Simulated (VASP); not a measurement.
# CaS (Fm-3m) in VASP: a series of runs

Aim: see how the results for CaS move with the level of theory and the settings. Levels: PBE, PBE+D4. Tasks: electrostatic potential, relaxation of cell and atoms.

All numbers are computed with VASP 6.6.1; they aren't measurements. Logs are shortened: lines on timing, memory, paths and dates and some standing lists are left out, and cuts for length are marked.

### 1 Starting point

It takes space group Fm-3m (No. 225, cubic). The conventional cell has a = 5.663 Å, b = 5.663 Å, c = 5.663 Å, α = 90.00°, β = 90.00°, γ = 90.00°. Ca (site symmetry m-3m) is surrounded by 6 S at 2.83 Å. S (site symmetry m-3m) has 6 Ca at 2.83 Å as nearest neighbours.

The cell was built by a generator and needn't be a form met in nature.

### 2 Electrostatic potential, PBE, non-collinear spin, zero start, spin-orbit coupling

INCAR

```
SYSTEM = CaS
ALGO = Normal ; EDIFF = 1E-6
ENCUT = 520 ; GGA = PE
GGA_COMPAT = .FALSE. ; ISIF = 2
ISMEAR = 0 ; KPAR = 4
LASPH = .TRUE. ; LCHARG = .TRUE.
LORBIT = 11 ; LREAL = .FALSE.
LSORBIT = .TRUE. ; LVHAR = .TRUE.
LWAVE = .FALSE. ; MAGMOM = 0 0 0 0 0 0
NELM = 80 ; PREC = Accurate
SIGMA = 0.02
```

KPOINTS

```
k-points
0
G
  8 8 8
  0 0 0
```

POSCAR

```
CaS                                     
1.0
    0.0000000000      2.8313259857      2.8313259857
    2.8313259857      0.0000000000      2.8313259857
    2.8313259857      2.8313259857      0.0000000000
  Ca              S             
     1     1
Direct
     0.0000000000000000    0.0000000000000000    0.0000000000000000
     0.5000000000000000    0.5000000000000000    0.5000000000000000
```

Potentials or basis: VASP PAW PBE potentials, release 64 (Ca_sv, S).

Launch:

```
$ cat potpaw_PBE.64/Ca_sv/POTCAR potpaw_PBE.64/S/POTCAR > POTCAR
$ mpirun -np 4 vasp_ncl > vasp.out
```

OUTCAR:

```text
SYSTEM = CaS
   EDIFF = 1E-6
   ENCUT = 520
   GGA = PE
   ISIF = 2
   ISMEAR = 0
   LASPH = .TRUE.
   LORBIT = 11
   LREAL = .FALSE.
   LSORBIT = .TRUE.
   NELM = 80
   PREC = Accurate

 ion  position               nearest neighbor table
   1  0.000  0.000  0.000-   2 2.83   2 2.83   2 2.83   2 2.83   2 2.83   2 2.83
   2  0.500  0.500  0.500-   1 2.83   1 2.83   1 2.83   1 2.83   1 2.83   1 2.83

  LATTYP: Found a face centered cubic cell.
 ALAT       =     5.6626519714

  Lattice vectors:

 A1 = (   0.0000000000,   2.8313259857,   2.8313259857)
 A2 = (   2.8313259857,   0.0000000000,   2.8313259857)
 A3 = (   2.8313259857,   2.8313259857,   0.0000000000)

Analysis of symmetry for initial positions (statically):
=====================================================================
 Subroutine PRICEL returns:
 Original cell was already a primitive cell.

 Routine SETGRP: Setting up the symmetry group for a
 face centered cubic supercell.

 Subroutine GETGRP returns: Found 48 space group operations
 (whereof 48 operations were pure point group operations)
 out of a pool of 48 trial point group operations.

The static configuration has the point symmetry O_h .

Analysis of symmetry for dynamics (positions and initial velocities):
=====================================================================
 Subroutine PRICEL returns:
 Original cell was already a primitive cell.

 Routine SETGRP: Setting up the symmetry group for a
 face centered cubic supercell.

 Subroutine GETGRP returns: Found 48 space group operations
 (whereof 48 operations were pure point group operations)
 out of a pool of 48 trial point group operations.

The dynamic configuration has the point symmetry O_h .

Analysis of structural, dynamic, and magnetic symmetry:
=====================================================================
 Subroutine PRICEL returns:
 Original cell was already a primitive cell.

 Routine SETGRP: Setting up the symmetry group for a
 face centered cubic supercell.

 Subroutine GETGRP returns: Found 48 space group operations
 (whereof 48 operations were pure point group operations)
 out of a pool of 48 trial point group operations.

The overall configuration has the point symmetry O_h .

 Subroutine INISYM returns: Found 48 space group operations
 (whereof 48 operations are pure point group operations),
 and found     1 'primitive' translations

----------------------------------------------------------------------------------------

                                     Primitive cell

  volume of cell :      45.3941

  direct lattice vectors                    reciprocal lattice vectors
     0.000000000  2.831325986  2.831325986    -0.176595702  0.176595702  0.176595702
     2.831325986  0.000000000  2.831325986     0.176595702 -0.176595702  0.176595702
     2.831325986  2.831325986  0.000000000     0.176595702  0.176595702 -0.176595702

  length of vectors
     4.004099608  4.004099608  4.004099608     0.305872728  0.305872728  0.305872728

  position of ions in fractional coordinates (direct lattice)
     0.000000000  0.000000000  0.000000000
     0.500000000  0.500000000  0.500000000

  ion indices of the primitive-cell ions
   primitive index   ion index
                 1           1
                 2           2

----------------------------------------------------------------------------------------

 KPOINTS: k-points

Automatic generation of k-mesh.
 Grid dimensions read from file:
 generate k-points for:    8    8    8

 Generating k-lattice:

  Cartesian coordinates                     Fractional coordinates (reciprocal lattice)
    -0.022074463  0.022074463  0.022074463     0.125000000  0.000000000  0.000000000
     0.022074463 -0.022074463  0.022074463     0.000000000  0.125000000  0.000000000
     0.022074463  0.022074463 -0.022074463     0.000000000  0.000000000  0.125000000

  Length of vectors
     0.038234091  0.038234091  0.038234091

  Shift w.r.t. Gamma in fractional coordinates (k-lattice)
     0.000000000  0.000000000  0.000000000

 Subroutine IBZKPT returns following result:
 ===========================================

 Found     29 irreducible k-points:

 Following reciprocal coordinates:
            Coordinates               Weight
  0.000000  0.000000  0.000000      1.000000
  0.125000  0.000000  0.000000      8.000000
  0.250000  0.000000  0.000000      8.000000
  0.375000  0.000000  0.000000      8.000000
  0.500000  0.000000  0.000000      4.000000
  0.125000  0.125000  0.000000      6.000000
[... 16 lines left out ...]
  0.500000  0.250000  0.125000     48.000000
 -0.375000  0.250000  0.125000     24.000000
 [... further k-points ...]
   k-points           NKPTS =     29   k-points in BZ     NKDIM =     29   number of bands    NBANDS=     24
   number of dos      NEDOS =    301   number of ions     NIONS =      2
   total plane-waves  NPLWV =  27000
   dimension x,y,z NGX =    30 NGY =   30 NGZ =   30
[... 81 lines left out ...]
      6     -17.1449      1.00000
[... 16 lines left out ...]
     23       7.1059      0.00000
     24       7.1059      0.00000
[... 598 lines left out ...]
      2     -36.2732      1.00000
      3     -17.6015      1.00000
      4     -17.6015      1.00000
      5     -17.2532      1.00000
      6     -17.2532      1.00000
[... 16 lines left out ...]
     23       9.6860      0.00000
     24       9.6862      0.00000

 [... further k-points ...]

------------------------ aborting loop because EDIFF is reached ----------------------------------------

  FORCE on cell =-STRESS in cart. coord.  units (eV):
  Direction    XX          YY          ZZ          XY          YZ          ZX
  --------------------------------------------------------------------------------------
  -------------------------------------------------------------------------------------
  Total        0.4880980      0.4880980      0.4880980      0.0000000      0.0000000     -0.0000000
  in kB       17.2273303     17.2273303     17.2273303      0.0000000      0.0000000     -0.0000000
  external PRESSURE =      17.2273303 kB  Pullay stress =       0.0000000 kB

 VOLUME and BASIS-vectors are now :
 -----------------------------------------------------------------------------
  energy-cutoff  :      520.00
  volume of cell :       45.39
      direct lattice vectors                 reciprocal lattice vectors
     0.000000000  2.831325986  2.831325986    -0.176595702  0.176595702  0.176595702
     2.831325986  0.000000000  2.831325986     0.176595702 -0.176595702  0.176595702
     2.831325986  2.831325986  0.000000000     0.176595702  0.176595702 -0.176595702

 POSITION                                       TOTAL-FORCE (eV/Angst)
 -----------------------------------------------------------------------------------
      0.00000      0.00000      0.00000         0.000000     -0.000000      0.000000
      2.83133      2.83133      2.83133         0.000000      0.000000     -0.000000
 -----------------------------------------------------------------------------------
    total drift:                                0.000000      0.000000      0.000000

  FREE ENERGIE OF THE ION-ELECTRON SYSTEM (eV)
  ---------------------------------------------------
  free  energy   TOTEN  =       -10.3616495704 eV

  energy  without entropy=      -10.3616495704  energy(sigma->0) =      -10.36164957

 Spin-Orbit-Coupling matrix elements

 Ion:    1  E_soc:     -0.0058078
 l=   1
     0.0000000    -0.0009647    -0.0009647
    -0.0009647     0.0000000    -0.0009647
    -0.0009647    -0.0009647     0.0000000
 l=   2
     0.0000000     0.0000002     0.0000000     0.0000002    -0.0000035
     0.0000002     0.0000000    -0.0000026     0.0000002    -0.0000009
     0.0000000    -0.0000026     0.0000000    -0.0000026     0.0000000
     0.0000002     0.0000002    -0.0000026     0.0000000    -0.0000009
    -0.0000035    -0.0000009     0.0000000    -0.0000009     0.0000000
 l=   3
     0.0000000     0.0000000     0.0000000     0.0000000     0.0000000     0.0000000     0.0000000
     0.0000000     0.0000000     0.0000000     0.0000000     0.0000000     0.0000000     0.0000000
     0.0000000     0.0000000     0.0000000     0.0000000     0.0000000     0.0000000     0.0000000
     0.0000000     0.0000000     0.0000000     0.0000000     0.0000000     0.0000000     0.0000000
     0.0000000     0.0000000     0.0000000     0.0000000     0.0000000     0.0000000     0.0000000
     0.0000000     0.0000000     0.0000000     0.0000000     0.0000000     0.0000000     0.0000000
     0.0000000     0.0000000     0.0000000     0.0000000     0.0000000     0.0000000     0.0000000

 Ion:    2  E_soc:     -0.0016927
 l=   1
     0.0000000    -0.0002821    -0.0002821
    -0.0002821     0.0000000    -0.0002821
    -0.0002821    -0.0002821     0.0000000
 l=   2
     0.0000000     0.0000000     0.0000000     0.0000000     0.0000000
     0.0000000     0.0000000     0.0000000     0.0000000     0.0000000
     0.0000000     0.0000000     0.0000000     0.0000000     0.0000000
     0.0000000     0.0000000     0.0000000     0.0000000     0.0000000
     0.0000000     0.0000000     0.0000000     0.0000000     0.0000000
 l=   3
     0.0000000     0.0000000     0.0000000     0.0000000     0.0000000     0.0000000     0.0000000
     0.0000000     0.0000000     0.0000000     0.0000000     0.0000000     0.0000000     0.0000000
     0.0000000     0.0000000     0.0000000     0.0000000     0.0000000     0.0000000     0.0000000
     0.0000000     0.0000000     0.0000000     0.0000000     0.0000000     0.0000000     0.0000000
     0.0000000     0.0000000     0.0000000     0.0000000     0.0000000     0.0000000     0.0000000
     0.0000000     0.0000000     0.0000000     0.0000000     0.0000000     0.0000000     0.0000000
     0.0000000     0.0000000     0.0000000     0.0000000     0.0000000     0.0000000     0.0000000

 total charge

# of ion       s       p       d       tot
------------------------------------------
    1        2.033   5.859   0.248   8.141
    2        1.314   2.482   0.000   3.796
--------------------------------------------------
tot          3.347   8.342   0.248  11.937

 magnetization (x)

# of ion       s       p       d       tot
------------------------------------------
    1        0.000   0.000   0.000   0.000
    2        0.000   0.000   0.000   0.000
--------------------------------------------------
tot          0.000   0.000   0.000   0.000

 magnetization (y)

# of ion       s       p       d       tot
------------------------------------------
    1        0.000   0.000   0.000   0.000
    2       -0.000   0.000   0.000  -0.000
--------------------------------------------------
tot         -0.000   0.000   0.000  -0.000

 magnetization (z)

# of ion       s       p       d       tot
------------------------------------------
    1       -0.000   0.000   0.000   0.000
    2       -0.000   0.000   0.000  -0.000
--------------------------------------------------
tot         -0.000   0.000   0.000  -0.000
```

It took 43 s on 4 MPI ranks of Intel Xeon Platinum 8559C (Emerald Rapids), shared host; peak memory 0.3 GiB.

Results:

```yaml
Free_energy: -10.3616 eV
Pressure: 1.7 GPa
Net_moment: 0.00 μB per cell
Valence_electrons_inside_the_program's_atomic_spheres: Ca 8.14; S 3.80
```

Moments on the atoms (μB; x, y, z):
```
Ca  0.00 0.00 0.00
S   0.00 0.00 0.00
```

### 3 Electrostatic potential, PBE

INCAR

```
SYSTEM = CaS
ALGO = Normal ; EDIFF = 1E-6
ENCUT = 520 ; GGA = PE
ISIF = 2 ; ISMEAR = 0
KPAR = 4 ; LASPH = .TRUE.
LCHARG = .TRUE. ; LREAL = .FALSE.
LVHAR = .TRUE. ; LWAVE = .FALSE.
NELM = 80 ; PREC = Accurate
SIGMA = 0.02
```

KPOINTS is that of step 2.

POSCAR is that of step 2.

Potentials or basis: VASP PAW PBE potentials, release 64 (Ca_sv, S).

Launch:

```
$ cat potpaw_PBE.64/Ca_sv/POTCAR potpaw_PBE.64/S/POTCAR > POTCAR
$ mpirun -np 4 vasp_std > vasp.out
```

It took 9.9 s on 4 MPI ranks of Intel Xeon Platinum 8559C (Emerald Rapids), shared host; peak memory 0.16 GiB.

The run converged. Its results:

- Free energy: -10.3579 eV
- Pressure: 1.7 GPa
- Band gap on the k mesh: 2.32 eV, indirect (least direct gap 3.14 eV)

Levels at points of the mesh, in eV from the valence-band top:
| k point | band 5 | band 6 | band 7 | band 8 | band 9 | band 10 | band 11 | band 12 |
| --- | --- | --- | --- | --- | --- | --- | --- | --- |
| (0.00, 0.00, 0.00) | -11.38 | 0.00 | 0.00 | 0.00 | 4.16 | 4.16 | 4.16 | 4.26 |
| (0.50, 0.00, 0.00) | -10.53 | -3.15 | -1.19 | -1.19 | 5.25 | 6.12 | 6.25 | 6.25 |
| (0.50, 0.50, 0.00) | -10.74 | -2.31 | -0.82 | -0.82 | 2.32 | 5.64 | 6.11 | 6.86 |

A k mesh can miss the band edges. As with any semilocal functional, this PBE gap is likely too small.

### 4 Relaxation of cell and atoms, PBE+D4

This run uses another cell than the first one, of 22.55 Å³/atom, 0.993 times its volume.

INCAR

```
  ALGO = Normal
  EDIFF = 1E-7
  EDIFFG = -0.005
  ENCUT = 550
  GGA = PE
  IBRION = 2
  ISIF = 3
  ISMEAR = 0
  IVDW = 13
  KPAR = 4
  LASPH = True
  LCHARG = False
  LREAL = False
  LWAVE = False
  NELM = 120
  NSW = 40
  PREC = Accurate
  SIGMA = 0.02
```

KPOINTS

```
k-points
0
Gamma
  8 8 8
```

POSCAR

```
CaS
1.0
    0.0000000000      2.8250000000      2.8250000000
    2.8250000000      0.0000000000      2.8250000000
    2.8250000000      2.8250000000      0.0000000000
Ca S
1 1
Direct
    0.0000000000      0.0000000000      0.0000000000
    0.5000000000      0.5000000000      0.5000000000
```

Launch:

```
$ cat potpaw_PBE.64/Ca_sv/POTCAR potpaw_PBE.64/S/POTCAR > POTCAR
$ mpirun -np 4 vasp_std > vasp.out
```

It took 11 s on 4 MPI ranks of Intel Xeon Platinum 8488C (Sapphire Rapids), shared host; peak memory 0.18 GiB.

The run converged. Its results:

```
Free energy                            : -10.8116 eV
Relaxed volume                         : 22.70 Å³/atom
Relaxed cell                           : a = 4.004 Å, b = 4.004 Å, c = 4.004 Å, α = 60.00°, β = 60.00°, γ = 60.00°
Space group after relaxing (to 0.05 Å) : Fm-3m (No. 225)
Energy gained by relaxing              : 0.2 meV/atom
Ionic steps                            : 3
Pressure after relaxing                : 0.0 GPa
Band gap on the k mesh                 : 2.32 eV, indirect (least direct gap 3.14 eV)
Dispersion energy per atom             : -0.227 eV
```

Step by step:
| step | energy change (eV) | largest force (eV/Å) | pressure (GPa) | volume (Å³) |
| --- | --- | --- | --- | --- |
| 1 | 0.0000 | 0.0000 | 0.41 | 45.09 |
| 2 | -0.0004 | 0.0000 | -0.10 | 45.47 |
| 3 | -0.0004 | 0.0000 | 0.00 | 45.39 |

Final structure:
```
CELL_PARAMETERS angstrom
0.00000 2.83125 2.83125
2.83125 0.00000 2.83125
2.83125 2.83125 0.00000
ATOMIC_POSITIONS crystal
Ca 0.00000 0.00000 0.00000
S 0.50000 0.50000 0.50000
```

Levels at points of the mesh, in eV from the valence-band top:
```csv
k point,band 4,band 5,band 6,band 7,band 8,band 9,band 10,band 11,band 12
"(0.00, 0.00, 0.00)",-20.12,-11.38,0.00,0.00,0.00,4.16,4.16,4.16,4.26
"(0.50, 0.00, 0.00)",-20.13,-10.53,-3.15,-1.19,-1.19,5.25,6.12,6.25,6.25
"(0.50, 0.50, 0.00)",-20.17,-10.74,-2.31,-0.82,-0.82,2.32,5.64,6.11,6.86
```

### 5 Electrostatic potential, PBE+D4

INCAR

```
ALGO     = Normal         # electronic algorithm
EDIFF    = 1E-7           # SCF threshold, eV
ENCUT    = 550            # plane-wave cutoff, eV
GGA      = PE             # functional
ISIF     = 2              # what is computed and relaxed
ISMEAR   = 0              # smearing method
IVDW     = 13             # dispersion correction
KPAR     = 4            
LASPH    = True           # aspherical terms in the spheres
LCHARG   = True           # write CHGCAR
LREAL    = False          # projectors in reciprocal space
LVHAR    = True         
LWAVE    = False          # write WAVECAR
NELM     = 80             # most SCF steps
PREC     = Accurate       # precision mode
SIGMA    = 0.02           # smearing width, eV
```

KPOINTS is that of step 4.

POSCAR

```
CaS                                     
1.0
    0.0000000000      2.8312509493      2.8312509493
    2.8312509493      0.0000000000      2.8312509493
    2.8312509493      2.8312509493      0.0000000000
  Ca              S             
     1     1
Direct
     0.0000000000000000    0.0000000000000000    0.0000000000000000
     0.5000000000000000    0.5000000000000000    0.5000000000000000
```

Launch:

```
$ cat potpaw_PBE.64/Ca_sv/POTCAR potpaw_PBE.64/S/POTCAR > POTCAR
$ mpirun -np 4 vasp_std > vasp.out
```

Run time: 5.2 s. Hardware: 4 MPI ranks of Intel Xeon Platinum 8488C (Sapphire Rapids), shared host; peak memory 0.18 GiB.

The run converged. Its results:

| Item | Value |
| --- | --- |
| Free energy | -10.8117 eV |
| Pressure | 0.0 GPa |
| Band gap on the k mesh | 2.32 eV, indirect (least direct gap 3.14 eV) |
| Dispersion energy per atom | -0.227 eV |

Levels at points of the mesh, in eV from the valence-band top:
```
           k point  band 4  band 5  band 6  band 7  band 8  band 9  band 10  band 11  band 12
(0.00, 0.00, 0.00)  -20.12  -11.38    0.00    0.00    0.00    4.16     4.16     4.16     4.26
(0.50, 0.00, 0.00)  -20.13  -10.53   -3.15   -1.19   -1.19    5.25     6.12     6.25     6.25
(0.50, 0.50, 0.00)  -20.17  -10.74   -2.31   -0.82   -0.82    2.32     5.64     6.11     6.86
```

### 6 The runs side by side

```tsv
task	level	spin	cell	cutoff (eV)	gap on the mesh (eV)	pressure (GPa)
electrostatic potential	PBE	non-collinear, zero start, SOC	Fm-3m, 22.7 Å³/atom	520	-	1.7
electrostatic potential	PBE	off	Fm-3m, 22.7 Å³/atom	520	2.32	1.7
relaxation of cell and atoms	PBE+D4	off	relaxed	550	2.32	0.0
electrostatic potential	PBE+D4	off	Fm-3m, 22.7 Å³/atom	550	2.32	0.0
```

Alike in all rows: potentials or basis VASP PAW PBE potentials, release 64 (Ca_sv, S); k mesh 8 × 8 × 8; smearing gaussian 0.02 eV.

The pressure there spans 0.0 GPa (PBE+D4) to 1.7 GPa (PBE); a positive pressure means that this level wants a larger cell, a negative one a smaller.

Total energies depend on the potentials used, so only differences within one code and one set of settings carry meaning.
